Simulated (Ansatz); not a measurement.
## SnO at a changed volume: O-17 NMR of the central transition

Cell: a structure deposited in the COD, relaxed with PBE at fixed cell and then changed (volume scaled by 0.98, ions relaxed).

```
Sn O
1.0
     2.48322   -2.84080    0.00000
     2.48322    2.84080    0.00000
     0.00000    0.00000   11.04537
Sn O
4 4
Direct
  0.00000 0.00000 0.98721
  0.00000 0.00000 0.48721
  0.49988 0.50012 0.26979
  0.50012 0.49988 0.76979
  0.00000 0.49997 0.37850
  0.00000 0.50003 0.87850
  0.50003 0.00000 0.37850
  0.49997 0.00000 0.87850
```

Atoms are numbered from 1 in the order listed; like atoms form one site, named after its first atom.

Computed with Ansatz: DFT, PBE, plane waves and PAW, scalar-relativistic, 420 eV cutoff, Γ-centred 8×8×3 k-points, Fermi–Dirac smearing 0.02 eV.

O-17 has I = 5/2 and Q = -25.58 mb (Pyykkö 2018); at 35.2 T its Larmor frequency is ν₀ = 203.3 MHz. Only the quadrupole interaction is simulated: positions count from each site's isotropic chemical shift, and J coupling is left out, as are shift anisotropy and dipolar coupling, which fast spinning averages.

Q: Give C_Q, η, the quadrupolar product P_Q = |C_Q|(1 + η²/3)^½, the second-order isotropic shift and the breadth of the pattern (fast magic-angle spinning) for each O site.

A: 

```tsv
site	first shell	C_Q (MHz)	η	P_Q (MHz)	δ_QIS (ppm)	breadth (kHz)
O	4 Sn at 2.24 Å	3.24	0.30	3.29	-1.57	0.734
```

δ_QIS = −(ν_Q²/30ν₀²)[I(I+1) − 3/4](1 + η²/3) × 10⁶ ppm with ν_Q = 3|C_Q|/[2I(2I−1)]; it falls as 1/B₀² in ppm, and the breadth as 1/B₀ in kHz.

Without spin–orbit coupling (the program notes it for Sn) the gradients can shift somewhat, as the gap is small. The database positions were far from equilibrium, so the relaxed structure may not be the compound's real one.

The relaxation (4 steps) took 50 s of wall time (49 s of CPU time) and 0.59 GiB at its peak, on 1 thread of Intel Xeon 6975P-C (Granite Rapids) (x86_64; 16 cores open to the job, memory cap 3.0 GiB, no GPU), a shared host with a load of 0.6 a core.
